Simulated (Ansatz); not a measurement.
# Electric field gradients in Si

Theory: DFT PBE, scalar-relativistic, plane waves, PAW in Ansatz. Settings: 420 eV plane-wave cutoff, Γ-centred 12×12×6 mesh, fixed occupations. No spin polarisation.

Equilibrium structure at this level:
```xyz
4
Lattice="3.8512 0.0000 0.0000 -1.9256 3.3353 0.0000 0.0000 0.0000 6.3658" Properties=species:S:1:pos:R:3 pbc="T T T"
Si    0.0000    2.2235    0.4007
Si    1.9256    1.1118    3.5836
Si    0.0000    2.2235    2.7822
Si    1.9256    1.1118    5.9651
```

**Question.** Give V_zz (10²¹ V/m²) and the asymmetry η at each distinct site.

**Answer.**
```csv
atom,V_zz,η
Si (atom 1),0.385,0.00
```

This form isn't the element's structure at ambient conditions.

Cost: 1 run of about 0.063 core-minutes, on Intel Xeon Platinum 8259CL (Skylake/Cascade Lake) (shared hosts).